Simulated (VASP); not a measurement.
The system is W.

```
W
1.0
    -1.58234    1.58234    1.58234
     1.58234   -1.58234    1.58234
     1.58234    1.58234   -1.58234
W
1
Direct
  0.00000 0.00000 0.00000
```

- Program: VASP 6.6.1
- Task: relaxation of cell and atoms
- Functional: LDA
- Potentials or basis: VASP PAW LDA potentials, release 64 (W_sv)
- Cutoff: 600 eV
- k mesh: 12 × 12 × 12
- Occupations: fermi-dirac, width 0.05 eV
- Spin: no spin polarisation

At the start: pressure -7.2 GPa; volume 15.85 Å³/atom.

**Question.** How do energy, volume and symmetry change on relaxing?

**Answer.** Over 4 steps the energy falls by 8.2 meV/atom and the volume is 15.49 Å³/atom (-2.3 %); space group Im-3m (No. 229, to 0.05 Å).

Step by step:
```
step  energy change (eV)  largest force (eV/Å)  pressure (GPa)  volume (Å³)
   1              0.0000                0.0000           -7.20        15.85
   2              0.1043                0.0000           31.80        14.27
   3             -0.0082                0.0000           -0.24        15.50
   4             -0.0082                0.0000           -0.04        15.49
```

Final structure:
```
W
1.0
    -1.57032    1.57032    1.57032
     1.57032   -1.57032    1.57032
     1.57032    1.57032   -1.57032
W
1
Direct
  0.00000 0.00000 0.00000
```
